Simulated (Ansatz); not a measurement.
**TiC: energy along a strain**

TiC, Fm-3m, a = 4.333 Å. Ansatz: PBE, PAW, 420 eV, Γ-centred 24×24×24 mesh on 2 atoms, Gaussian smearing 0.15 eV; no spin polarisation. Cell vectors (Å): 0.000 2.166 2.166; 2.166 0.000 2.166; 2.166 2.166 0.000. The cell is strained by x per cent times the pattern (0 0 0 1 0 0) in the order xx yy zz yz xz xy (engineering shears), with fractional coordinates held. y is the free energy over the start, V0 = 10.168 Å³/atom. Symmetry makes y even in x.

```tsv
x (%)	y (meV/atom)
-6.00	?
-3.00	4.82
0.00	0.00
0.75	0.30
1.50	1.21
2.25	2.71
3.75	7.54
4.50	10.86
5.25	14.79
```

Fit y = c2 x² + c4 x⁴ to the other rows, get the stiffness along the pattern, and predict the missing energy.

Least squares on the rows shown. y = 0.53546 x² + 4.1701×10⁻⁵ x⁴. The clamped-ion stiffness p·C·p = 2 × 5.355 eV × 160.2 / 10.168 Å³ = 169 GPa, which is C44 in these axes. At x = -6.00 the fit asked for gives 19.33 meV/atom. The run gave 19.33 meV/atom, the same to the digits shown.

Cost: 9 runs of about 2 core-minutes in all, on Intel Xeon 6975P-C (Granite Rapids) (shared hosts).